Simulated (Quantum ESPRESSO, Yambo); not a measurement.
Planning a run of Yambo 5.3.0 on P (puckered monolayer). The input:

```
HF_and_locXC
gw0
dyson
ppa
em1d
rim_cut
rim_w
RandQpts= 3000000
RandGvec= 100 RL
CUTGeo= "slab z"
RandGvecW= 9 RL
EXXRLvcs= 36 Ry
VXCRLvcs= 144 Ry
Chimod= "HARTREE"
% BndsRnXp
 1 | 142 |
%
NGsBlkXp= 9.5 Ry
% LongDrXp
 1 | 1 | 0 |
%
% GbndRnge
 1 | 142 |
%
DysSolver= "n"
ExtendOut
PPAPntXp= 27.21138 eV
% QPkrange
 1 | 1 | 9 | 12 |
%
```

```sh
OMP_NUM_THREADS=1 mpirun -n 4 yambo -F gw12.in -J gw12 -C gw12 > gw12.log
```

The stored states that it reads are on a 6×8×1 mesh. The cell holds 4 atoms: 4 P. Its edges and angles: a = 4.626 Å, b = 3.304 Å, c = 14.000 Å, α = 90.0°, β = 90.0°, γ = 90.0°. Vacuum lies along c.

**Question.** Estimate wall time and host memory on 4 MPI ranks of Arm Neoverse V1, shared host.

It took 15 min; on shared hardware allow 7.3 min to 29 min. Peak host memory was 2.5 GiB.

The screening grows as filled bands × empty bands × pairs of k points, times the square of the screening basis for the matrix.

[Paths, hosts, dates, memory and timing lines, banners, echoed tables and standing remarks are left out of the program output.]

[Logs are printed without paths, hosts, clocks, repeated set-up lines and the standing remarks that a program may print on its own settings, such as how far it seeks lower states.]

[Runs of the session that timed out or met a known fault of the program may be left out.]

[Hosts, paths, dates, database ids (printed as entryN), source tags and the programs' standing remarks are cut or masked in the printed files.]
